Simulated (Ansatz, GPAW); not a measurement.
# Ga: programs and potentials compared

```
Ga
1.0
     2.26150   -3.83050    0.00000
     2.26150    3.83050    0.00000
     0.00000    0.00000    4.52400
Ga
4
Direct
  0.34510 0.65490 0.41900
  0.15490 0.84510 0.91900
  0.65490 0.34510 0.58100
  0.84510 0.15490 0.08100
```

Alike in all runs: task single point; functional PBEsol; k mesh 7 × 7 × 6; occupations fermi-dirac, width 0.05 eV; no spin polarisation; no spin-orbit coupling. Pressure is positive in compression and, in plane waves, holds the error of the finite cutoff, which Ansatz's Pulay term estimates and takes out.

| program and potentials | plane-wave cutoff (eV) | notes | pressure (GPa) | largest force (eV/Å) |
| --- | --- | --- | --- | --- |
| Ansatz, Ansatz PAW | 420 | potentials made for PBE, which Ansatz adapts in part; 13 valence electrons an atom on average; Pulay term of +0.04 GPa included | -1.58 | 0.125 |
| Ansatz, all-electron LAPW, scalar-relativistic | - | - | ? | ? |
| GPAW, PAW data sets generated for this functional | 600 | 3 valence electrons an atom on average | -0.77 | 0.113 |

Question: Estimate from the other rows what the run with Ansatz, all-electron LAPW, scalar-relativistic gave.

Answer: Pressure -1.55 GPa; largest force 0.123 eV/Å. The other rows, which needn't bracket it: pressure -1.58 to -0.77; largest force 0.113 to 0.125.
